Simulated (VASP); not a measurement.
A run of VASP 6.6.1:

File INCAR:

```
PREC = Accurate ; ENCUT = 520
EDIFF = 1E-6 ; ISMEAR = 0
SIGMA = 0.01 ; LREAL = False
LASPH = True ; NELM = 100
ALGO = Fast ; ISIF = 2
LWAVE = False ; LCHARG = True
LELF = True ; LVHAR = True
NBANDS = 64
```

Contents of KPOINTS:

```
regular mesh
0
Gamma
  12 12 1
```

File POSCAR:

```
MoS2
1.0
    3.1216586815      0.0000000000      0.0000000000
   -1.5608293407      2.7034357201      0.0000000000
    0.0000000000      0.0000000000     36.5700000000
S Mo
8 4
Direct
    0.3333333333      0.6666666667      0.2100011393
    0.3333333333      0.6666666667      0.2949508682
    0.6666666667      0.3333333333      0.3749468308
    0.6666666667      0.3333333333      0.4599535316
    0.3333333333      0.6666666667      0.5400464684
    0.3333333333      0.6666666667      0.6250531692
    0.6666666667      0.3333333333      0.7050491318
    0.6666666667      0.3333333333      0.7899988607
    0.6666666667      0.3333333333      0.2524349084
    0.3333333333      0.6666666667      0.4174501871
    0.6666666667      0.3333333333      0.5825498129
    0.3333333333      0.6666666667      0.7475650916
```

Potentials or basis: VASP PAW LDA potentials, release 64 (S, Mo_sv).

The run is started by

```console
$ cat potpaw_LDA.64/S/POTCAR potpaw_LDA.64/Mo_sv/POTCAR > POTCAR
$ mpirun -np 1 vasp_std > vasp.out
```

Hardware: 1 thread of Intel(R) Xeon(R) Platinum 8488C (Sapphire Rapids), on a shared host.

Task: Estimate the wall time of this run.

Result: Wall time 10 min on 1 thread of Intel(R) Xeon(R) Platinum 8488C (Sapphire Rapids), on a shared host, peak memory 0.46 GiB. Counts: scf iterations 25, k points 19.
